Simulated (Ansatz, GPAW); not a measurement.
Given: the input of a run of GPAW 26.7.0 (ASE script) on TiTe. The cell comes from a database or a generator and needn't be the stable form of this composition.

Contents of run.py:

```python
from ase import Atoms
from ase.dft.bandgap import bandgap
from ase.io import write
from ase.units import GPa
from gpaw import GPAW, PW

atoms = Atoms(['Ti', 'Te'],
              cell=[[0.0, 3.05006681, 3.05006681],
                    [3.05006681, 0.0, 3.05006681],
                    [3.05006681, 3.05006681, 0.0]],
              scaled_positions=[[0.5, 0.5, 0.5],
                                [0.0, 0.0, 0.0]],
              pbc=True)

calc = GPAW(mode=PW(600),
            xc='MGGA_X_R2SCAN+MGGA_C_R2SCAN',
            kpts={'size': (8, 8, 8), 'gamma': True},
            occupations={'name': 'fermi-dirac', 'width': 0.05},
            setups={'Ti': ':d,2.0'},
            nbands=19,
            convergence={'density': 1e-05, 'energy': 1e-05},
            maxiter=150,
            txt='gpaw.txt')
atoms.calc = calc
energy = atoms.get_potential_energy()
forces = atoms.get_forces()
stress = atoms.get_stress()
calc.write('gs.gpw')
write('result.traj', atoms)
print(f'Energy: {energy:.6f} eV')
print('Forces (eV/A):')
print(forces.round(4))
print('Stress (GPa):', (stress / GPa).round(3))
print('Fermi level:', round(calc.get_fermi_level(), 4), 'eV')
print(f'Gap: {bandgap(calc)[0]:.4f} eV, direct: {bandgap(calc, direct=True)[0]:.4f} eV')
```

Potentials or basis: GPAW PAW data sets (gpaw-data 1.2.1), pw.

Run with:

```console
$ OMP_NUM_THREADS=1 python run.py
```

Question: Set up the same calculation for Ansatz 0.2.0. Potentials or basis there: Ansatz PAW, cutoff 500 eV.

Answer: As run (cutoffs and basis follow the program's own potentials, and thresholds, step limits or extra output files can differ):

Contents of input.yaml:

```yaml
crystal:
  lattice:
    - [0.0, 3.05006681, 3.05006681]
    - [3.05006681, 0.0, 3.05006681]
    - [3.05006681, 3.05006681, 0.0]
  atoms:
    - { symbol: Ti, position: [0.5, 0.5, 0.5] }
    - { symbol: Te, position: [0.0, 0.0, 0.0] }
hamiltonian:
  xc: r2scan
  pseudopotentials: { kind: paw }
  hubbard: { sites: [{ species: Ti, l: d, u_eff: 2.0 }] }
kpoints:
  mp_grid: { grid: [8, 8, 8] }
scf:
  occupations: { method: fermi_dirac, width: 0.05 }
output:
  forces: true
  stress: true
  eigenvalues: true
```

Potentials or basis: Ansatz PAW.

Launch:

```console
$ ansatz run input.yaml --threads 2 --pin off --max-ram 5632MiB --backend cpu --events-out ev --progress --plain --runs-dir out
```

Both were run:

|  | GPAW | Ansatz |
| --- | --- | --- |
| Pressure | -10.9 GPa | -9.7 GPa |

Ansatz's pressure holds a Pulay term of +0.05 GPa for its cutoff of 500 eV, which the other run lacks.

The potentials hold 18 and 28 valence electrons a cell.

GPAW's potentials were made for PBE. Ansatz's potentials were made for PBE.

Where Ansatz's input types no cutoff or centring, it takes its own default and a Γ-centred mesh.

The cell lies far from this level's equilibrium.

How U acts hangs on each program's projectors.

Pressure is positive in compression.
